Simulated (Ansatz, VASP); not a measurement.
# CsCdCl3 in two plane-wave programs, part 2 of 2

One calculation is typed for both programs; each brings its own data sets. How far apart do they land? The cell is taken from a series of runs on this material, whose earlier steps may have relaxed, scaled, displaced or heated it; both programs get it as it stands.

VASP 6.6.1 and Ansatz 0.2.0.

So far: Set-up; Ansatz: single point, PBEsol.

## 3. VASP: single point, PBEsol

Level of this step: PBEsol; plane waves and PAW (Cs_sv, Cd, Cl) (VASP).

The same cell, functional, mesh and smearing now go to VASP, with its own data sets.

Lines of VASP's logs that name or quote its potential files are left out, and so is its time.

INCAR reads:

```
SYSTEM = CsCdCl3
PREC = Accurate
ENCUT = 400
EDIFF = 1E-06
NELM = 120
ISMEAR = -1
SIGMA = 0.02
LREAL = .FALSE.
ALGO = Normal
GGA = PS
NBANDS = 148
LORBIT = 11
LWAVE = .FALSE.
LCHARG = .FALSE.
ISIF = 2
LASPH = .TRUE.
GGA_COMPAT = .FALSE.
EFERMI = MIDGAP
KPAR = 4
```

POSCAR reads:

```
CsCdCl3
1.0
    7.4180000000      0.0000000000      0.0000000000
   -3.7090000000      6.4241764453      0.0000000000
    0.0000000000      0.0000000000     18.3900000000
Cs Cd Cl
6 6 18
Direct
    0.3333333333      0.6666666667      0.0910000000
    0.6666666667      0.3333333333      0.5910000000
    0.3333333333      0.6666666667      0.4090000000
    0.6666666667      0.3333333333      0.9090000000
    0.0000000000      0.0000000000      0.2500000000
    0.0000000000      0.0000000000      0.7500000000
    0.3333333333      0.6666666667      0.8380000000
    0.6666666667      0.3333333333      0.3380000000
    0.3333333333      0.6666666667      0.6620000000
    0.6666666667      0.3333333333      0.1620000000
    0.0000000000      0.0000000000      0.0000000000
    0.0000000000      0.0000000000      0.5000000000
    0.5090000000      0.0180000000      0.2500000000
    0.4910000000      0.5090000000      0.7500000000
    0.9820000000      0.4910000000      0.2500000000
    0.4910000000      0.9820000000      0.7500000000
    0.5090000000      0.4910000000      0.2500000000
    0.0180000000      0.5090000000      0.7500000000
    0.8340000000      0.6680000000      0.0838000000
    0.1660000000      0.8340000000      0.5838000000
    0.3320000000      0.1660000000      0.0838000000
    0.1660000000      0.3320000000      0.5838000000
    0.8340000000      0.1660000000      0.0838000000
    0.6680000000      0.8340000000      0.5838000000
    0.3320000000      0.1660000000      0.4162000000
    0.1660000000      0.8340000000      0.9162000000
    0.8340000000      0.6680000000      0.4162000000
    0.6680000000      0.8340000000      0.9162000000
    0.8340000000      0.1660000000      0.4162000000
    0.1660000000      0.3320000000      0.9162000000
```

KPOINTS reads:

```
Automatic mesh
0
Gamma
3 3 2
0 0 0
```

PAW data sets: Cs_sv, Cd and Cl (PBE family, release 64).

On the command line:

```bash
> mpirun -np 4 vasp_std
```

Numbers of over 12 decimals in the logs are rounded to 6 here.

What it wrote:

```text
[banner, memory and clock lines left out]
running    4 mpi-ranks, on    1 nodes
 distrk:  each k-point on    1 cores,    4 groups
 distr:  one band on    1 cores,    1 groups

 POSCAR found type information on POSCAR CsCdCl
 POSCAR found :  3 types and      30 ions
|                                                                             |
|               ----> ADVICE to this user running VASP <----                  |
|                                                                             |
|     You have a (more or less) 'large supercell' and for larger cells it     |
|     might be more efficient to use real-space projection operators.         |
|     Therefore, try LREAL= Auto in the INCAR file.                           |
|     Mind: For very accurate calculation, you might also keep the            |
|     reciprocal projection scheme (i.e. LREAL=.FALSE.).                      |
|                                                                             |

|                                                                             |
|               ----> ADVICE to this user running VASP <----                  |
|                                                                             |
|     You enforced a specific xc type in the INCAR file but a different       |
|     [... a line on the potential file left out ...]
|     I HOPE YOU KNOW WHAT YOU ARE DOING!                                     |
|                                                                             |

 LDA part: xc-table for (Slater+PW92), standard interpolation
 POSCAR, INCAR and KPOINTS ok, starting setup
 FFT: planning ... GRIDC
 FFT: planning ... GRID_SOFT
 FFT: planning ... GRID
 WAVECAR not read
 entering main loop
       N       E                     dE             d eps       ncg     rms          rms(c)
DAV:   1     0.173747912346E+04    0.17375E+04   -0.99741E+04  1784   0.122E+03
DAV:   2     0.629123292530E+02   -0.16746E+04   -0.16377E+04  2220   0.295E+02
DAV:   3    -0.958542104056E+02   -0.15877E+03   -0.15810E+03  2032   0.954E+01
DAV:   4    -0.987471225719E+02   -0.28929E+01   -0.28848E+01  2008   0.141E+01
DAV:   5    -0.988141160625E+02   -0.66993E-01   -0.66914E-01  2048   0.200E+00    0.208E+01
DAV:   6    -0.936923873523E+02    0.51217E+01   -0.10886E+01  2408   0.170E+01    0.177E+01
DAV:   7    -0.932551885477E+02    0.43720E+00   -0.53163E+00  2032   0.740E+00    0.915E+00
DAV:   8    -0.932844305862E+02   -0.29242E-01   -0.16524E+00  2024   0.559E+00    0.232E+00
DAV:   9    -0.932474715714E+02    0.36959E-01   -0.20296E-01  2072   0.262E+00    0.544E-01
DAV:  10    -0.932519222523E+02   -0.44507E-02   -0.30928E-02  2016   0.464E-01    0.264E-01
DAV:  11    -0.932517633815E+02    0.15887E-03   -0.28609E-03  2112   0.251E-01    0.131E-01
DAV:  12    -0.932520100449E+02   -0.24666E-03   -0.35340E-04  1968   0.681E-02    0.433E-02
DAV:  13    -0.932520082135E+02    0.18314E-05   -0.90826E-05  2016   0.488E-02    0.112E-02
DAV:  14    -0.932520156543E+02   -0.74408E-05   -0.24059E-05  1952   0.160E-02    0.641E-03
DAV:  15    -0.932520153703E+02    0.28402E-06   -0.66443E-06  1808   0.135E-02
   1 F= -.93252015E+02 E0= -.93252015E+02  d E =0.000000E+00
```

OUTCAR, selected parts (step 3):

```text
ion  position               nearest neighbor table
   1  0.333  0.667  0.091-
   2  0.667  0.333  0.591-
   3  0.333  0.667  0.409-
   4  0.667  0.333  0.909-
   5  0.000  0.000  0.250-
   6  0.000  0.000  0.750-
   7  0.333  0.667  0.838-  26 2.59  28 2.59  30 2.59  18 2.59  16 2.59  14 2.59   9 3.24
   8  0.667  0.333  0.338-  29 2.59  25 2.59  27 2.59  15 2.59  13 2.59  17 2.59  10 3.24
   9  0.333  0.667  0.662-  20 2.59  24 2.59  22 2.59  18 2.59  16 2.59  14 2.59   7 3.24
  10  0.667  0.333  0.162-  23 2.59  21 2.59  19 2.59  15 2.59  13 2.59  17 2.59   8 3.24
  11  0.000  0.000  0.000-  23 2.63  26 2.63  21 2.63  28 2.63  19 2.63  30 2.63
  12  0.000  0.000  0.500-  20 2.63  29 2.63  25 2.63  24 2.63  27 2.63  22 2.63
  13  0.509  0.018  0.250-   8 2.59  10 2.59
  14  0.491  0.509  0.750-   7 2.59   9 2.59
  15  0.982  0.491  0.250-   8 2.59  10 2.59
  16  0.491  0.982  0.750-   7 2.59   9 2.59
  17  0.509  0.491  0.250-   8 2.59  10 2.59
  18  0.018  0.509  0.750-   7 2.59   9 2.59
  19  0.834  0.668  0.084-  10 2.59  11 2.63
  20  0.166  0.834  0.584-   9 2.59  12 2.63
  21  0.332  0.166  0.084-  10 2.59  11 2.63
  22  0.166  0.332  0.584-   9 2.59  12 2.63
  23  0.834  0.166  0.084-  10 2.59  11 2.63
  24  0.668  0.834  0.584-   9 2.59  12 2.63
  25  0.332  0.166  0.416-   8 2.59  12 2.63
  26  0.166  0.834  0.916-   7 2.59  11 2.63
  27  0.834  0.668  0.416-   8 2.59  12 2.63
  28  0.668  0.834  0.916-   7 2.59  11 2.63
  29  0.834  0.166  0.416-   8 2.59  12 2.63
  30  0.166  0.332  0.916-   7 2.59  11 2.63

  LATTYP: Found a hexagonal cell.
 ALAT       =     7.4180000000
 C/A-ratio  =     2.4791048800

 Subroutine GETGRP returns: Found 24 space group operations
 (whereof 12 operations were pure point group operations)

The static configuration has the point symmetry D_3d.
 The point group associated with its full space group is D_6h.

 Found      6 irreducible k-points:

   k-points           NKPTS =      6   k-points in BZ     NKDIM =      6   number of bands    NBANDS=    148

   dimension x,y,z NGX =    48 NGY =   48 NGZ =  120
   dimension x,y,z NGXF=    96 NGYF=   96 NGZF=  240

   ENCUT  =  400.0 eV  29.40 Ry    5.42 a.u.  12.10 12.10 29.99*2*pi/ulx,y,z

   NELECT =     252.0000    total number of electrons

 k-points in reciprocal lattice and weights: Automatic mesh
   0.00000000  0.00000000  0.00000000       0.056
   0.33333333  0.00000000  0.00000000       0.333
   0.33333333  0.33333333  0.00000000       0.111
   0.00000000  0.00000000  0.50000000       0.056
   0.33333333  0.00000000  0.50000000       0.333
   0.33333333  0.33333333  0.50000000       0.111

 average (electrostatic) potential at core
       1 -48.8363       2 -48.8363       3 -48.8363       4 -48.8363       5 -48.7359
       6 -48.7359       7 -39.6941       8 -39.6941       9 -39.6941      10 -39.6941
      11 -39.8590      12 -39.8590      13 -93.9430      14 -93.9430      15 -93.9430
      16 -93.9430      17 -93.9430      18 -93.9430      19 -93.8719      20 -93.8719
      21 -93.8719      22 -93.8719      23 -93.8719      24 -93.8719      25 -93.8719
      26 -93.8719      27 -93.8719      28 -93.8719      29 -93.8719      30 -93.8719

 E-fermi :   0.9391

 k-point     1 :       0.0000    0.0000    0.0000
  band No.  band energies     occupation
    ...
    122      -0.5256      2.00000
    123      -0.4060      2.00000
    124      -0.4060      2.00000
    125      -0.3073      2.00000
    126      -0.3073      2.00000
    127       2.1854      0.00000
    128       2.4176      0.00000
    129       3.9794      0.00000
    130       4.0896      0.00000
    131       5.2458      0.00000
    ...

 k-point     2 :       0.3333    0.0000    0.0000
  band No.  band energies     occupation
    ...
    122      -0.6233      2.00000
    123      -0.5988      2.00000
    124      -0.5196      2.00000
    125      -0.4076      2.00000
    126      -0.3143      2.00000
    127       3.2419      0.00000
    128       3.3220      0.00000
    129       4.5254      0.00000
    130       4.5301      0.00000
    131       5.1813      0.00000
    ...

 k-point     3 :       0.3333    0.3333    0.0000
  band No.  band energies     occupation
    ...
    122      -0.7227      2.00000
    123      -0.7069      2.00000
    124      -0.5906      2.00000
    125      -0.5521      2.00000
    126      -0.5521      2.00000
    127       4.2411      0.00000
    128       4.2553      0.00000
    129       4.6260      0.00000
    130       4.6260      0.00000
    131       4.6821      0.00000
    ...

  Total       -0.6543437     -0.6543437      0.4456445      0.0000000      0.0000000      0.0000000
  in kB       -1.1962735     -1.1962735      0.8147288      0.0000000      0.0000000      0.0000000
  external PRESSURE =      -0.5259394 kB  Pullay stress =       0.0000000 kB

  energy-cutoff  :      400.00
  volume of cell :      876.37
      direct lattice vectors                 reciprocal lattice vectors
     7.418000000  0.000000000  0.000000000     0.134807226  0.077830988  0.000000000
    -3.709000000  6.424176445  0.000000000     0.000000000  0.155661976  0.000000000
     0.000000000  0.000000000 18.390000000     0.000000000  0.000000000  0.054377379

 POSITION                                       TOTAL-FORCE (eV/Angst)
 -----------------------------------------------------------------------------------
     -0.00000      4.28278      1.67349        -0.000000     -0.000000     -0.080594
      3.70900      2.14139     10.86849        -0.000000     -0.000000     -0.080594
     -0.00000      4.28278      7.52151        -0.000000     -0.000000      0.080594
      3.70900      2.14139     16.71651        -0.000000     -0.000000      0.080594
      0.00000      0.00000      4.59750        -0.000000     -0.000000     -0.000000
      0.00000      0.00000     13.79250        -0.000000     -0.000000     -0.000000
     -0.00000      4.28278     15.41082        -0.000000     -0.000000      0.317726
      3.70900      2.14139      6.21582        -0.000000     -0.000000      0.317726
     -0.00000      4.28278     12.17418        -0.000000     -0.000000     -0.317726
      3.70900      2.14139      2.97918        -0.000000     -0.000000     -0.317726
      0.00000      0.00000      0.00000        -0.000000     -0.000000     -0.000000
      0.00000      0.00000      9.19500        -0.000000     -0.000000     -0.000000
      3.70900      0.11564      4.59750        -0.000000     -0.363126     -0.000000
      1.75436      3.26991     13.79250         0.314476     -0.181563     -0.000000
      5.46336      3.15427      4.59750         0.314476      0.181563     -0.000000
      0.00000      6.30854     13.79250         0.000000      0.363126     -0.000000
      1.95464      3.15427      4.59750        -0.314476      0.181563     -0.000000
     -1.75436      3.26991     13.79250        -0.314476     -0.181563     -0.000000
      3.70900      4.29135      1.54108        -0.000000      0.152401     -0.138648
     -1.86192      5.35776     10.73608        -0.131983      0.076201     -0.138648
      1.84708      1.06641      1.54108        -0.131983     -0.076201     -0.138648
     -0.00000      2.13283     10.73608        -0.000000     -0.152401     -0.138648
      5.57092      1.06641      1.54108         0.131983     -0.076201     -0.138648
      1.86192      5.35776     10.73608         0.131983      0.076201     -0.138648
      1.84708      1.06641      7.65392        -0.131983     -0.076201      0.138648
     -1.86192      5.35776     16.84892        -0.131983      0.076201      0.138648
      3.70900      4.29135      7.65392        -0.000000      0.152401      0.138648
      1.86192      5.35776     16.84892         0.131983      0.076201      0.138648
      5.57092      1.06641      7.65392         0.131983     -0.076201      0.138648
     -0.00000      2.13283     16.84892        -0.000000     -0.152401      0.138648
 -----------------------------------------------------------------------------------
    total drift:                               -0.000000      0.000000      0.000000

  FREE ENERGIE OF THE ION-ELECTRON SYSTEM (eV)
  ---------------------------------------------------
  free  energy   TOTEN  =       -93.2520153703 eV

  energy  without entropy=      -93.2520153703  energy(sigma->0) =      -93.25201537

 total charge
# of ion       s       p       d       tot
------------------------------------------
    1        1.849   4.698   0.020   6.567
    2        1.849   4.698   0.020   6.567
    3        1.849   4.698   0.020   6.567
    4        1.849   4.698   0.020   6.567
    5        1.850   4.698   0.021   6.569
    6        1.850   4.698   0.021   6.569
    7        0.342   0.269   9.618  10.229
    8        0.342   0.269   9.618  10.229
    9        0.342   0.269   9.618  10.229
   10        0.342   0.269   9.618  10.229
   11        0.329   0.235   9.608  10.173
   12        0.329   0.235   9.608  10.173
   13        1.589   3.505   0.000   5.094
   14        1.589   3.505   0.000   5.094
   15        1.589   3.505   0.000   5.094
   16        1.589   3.505   0.000   5.094
   17        1.589   3.505   0.000   5.094
   18        1.589   3.505   0.000   5.094
   19        1.585   3.507   0.000   5.092
   20        1.585   3.507   0.000   5.092
   21        1.585   3.507   0.000   5.092
   22        1.585   3.507   0.000   5.092
   23        1.585   3.507   0.000   5.092
   24        1.585   3.507   0.000   5.092
   25        1.585   3.507   0.000   5.092
   26        1.585   3.507   0.000   5.092
   27        1.585   3.507   0.000   5.092
   28        1.585   3.507   0.000   5.092
   29        1.585   3.507   0.000   5.092
   30        1.585   3.507   0.000   5.092
--------------------------------------------------
tot         41.681  92.850  57.809 192.340

[... 3 further parts left out ...]
```

The run ends at a pressure of -0.05 GPa, with forces up to 0.36 eV/Å.

## 4. Side by side

Known differences besides the potentials themselves: the data sets hold 300 valence electrons in Ansatz (on PAW files that the input asks for by source) and 252 in VASP; the cutoff is 660 eV in Ansatz and 400 eV in VASP; Ansatz makes its cores anew for this functional, VASP keeps those of its PBE data sets. Total energies have different zeros and are not compared.

The two programs side by side:

```
              quantity  Ansatz   VASP  difference
gap on the k mesh (eV)   2.503  2.493      +0.010
```

Forces on 7 of the 30 atoms, those with the largest forces and the largest differences (eV/Å; atoms numbered as in POSCAR):

```
atom         Ansatz x, y, z           VASP x, y, z
 Cd7    0.000, 0.000, 0.304    0.000, 0.000, 0.318
Cl13   0.000, -0.307, 0.000   0.000, -0.363, 0.000
Cl14   0.266, -0.154, 0.000   0.314, -0.182, 0.000
Cl15    0.266, 0.154, 0.000    0.314, 0.182, 0.000
Cl16    0.000, 0.307, 0.000    0.000, 0.363, 0.000
Cl17   -0.266, 0.154, 0.000   -0.314, 0.182, 0.000
Cl18  -0.266, -0.154, 0.000  -0.314, -0.182, 0.000
```

The forces differ by 15 meV/Å r.m.s., which is 10.7 % of the r.m.s. force of 0.139 eV/Å (both taken over all components). A gap on the mesh is an upper bound, since the band edges may lie between its points.

## 5. What came out

| Item | Value |
| --- | --- |
| r.m.s. force difference (single point, PBEsol) | 15 meV/Å |

In words: The r.m.s. force difference is 15 meV/Å (single point, PBEsol), beyond the 12 meV/Å picked in this series as the mark of a large difference. The data sets hold unlike numbers of valence electrons (300 in Ansatz and 252 in VASP), so part of the differences may come from the potentials. What causes the difference of the single point, PBEsol pair stays open here. How closely two codes agree says nothing of how well the functional describes the real material.

[Lines on the potential files, build, host, timing and source positions are cut from VASP's logs without a mark.]

[Logs are printed without paths, hosts, clocks, repeated set-up lines and the standing remarks that a program may print on its own settings, such as how far it seeks lower states.]

[Hosts, paths, dates, database ids (printed as entryN), source tags and the programs' standing remarks are cut or masked in the printed files.]
